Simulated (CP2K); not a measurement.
**AlPt under changes of volume**

One of the cells (14.774 Å³/atom); the others are scaled copies at fixed shape and fractional positions:

```
Pt Al
1.0
     3.09155    0.00000    0.00000
     0.00000    3.09155    0.00000
     0.00000    0.00000    3.09155
Pt Al
1 1
Direct
  0.50000 0.50000 0.50000
  0.00000 0.00000 0.00000
```

Measurements of this composition are mostly on another form, of space group No. 198.

| Quantity | Value |
| --- | --- |
| Program | CP2K 2026.2 |
| Functional | LDA |
| Potentials or basis | GTH_POTENTIALS Pt GTH-PADE-q18, Al GTH-PADE-q3; TZVP-MOLOPT-PBE-GTH basis |
| Density cutoff | 6123 eV |
| k mesh | 9 × 9 × 9 |
| Occupations | fermi-dirac, width 0.1 eV |
| Spin | no spin polarisation |

| volume (Å³/atom) | energy over the lowest point (meV/atom) | pressure (GPa) |
| --- | --- | --- |
| 13.888 | 0.00 | -7.7 |
| 14.183 | 18.57 | -12.3 |
| 14.478 | ? | ? |
| 14.774 | 78.74 | -20.0 |
| 15.069 | 118.69 | -23.2 |
| 15.365 | 164.25 | -26.1 |
| 15.660 | 214.77 | -28.6 |

Question: What does the run at 14.478 Å³/atom give?

Answer: Energy over the lowest point 45.11 meV/atom; pressure -16.4 GPa.

Worked out: A Birch-Murnaghan fit of order 3 (a polynomial in V^(-2/3)) to the other rows has no minimum within the range. It gives 45.07 meV/atom at 14.478 Å³/atom, against the run's 45.11, and -dE/dV = -16.4 GPa, against -16.4.

Energies are extrapolated to zero smearing.

Caveats: the basis of atomic orbitals isn't converged, which shifts pressures, moduli and gaps.
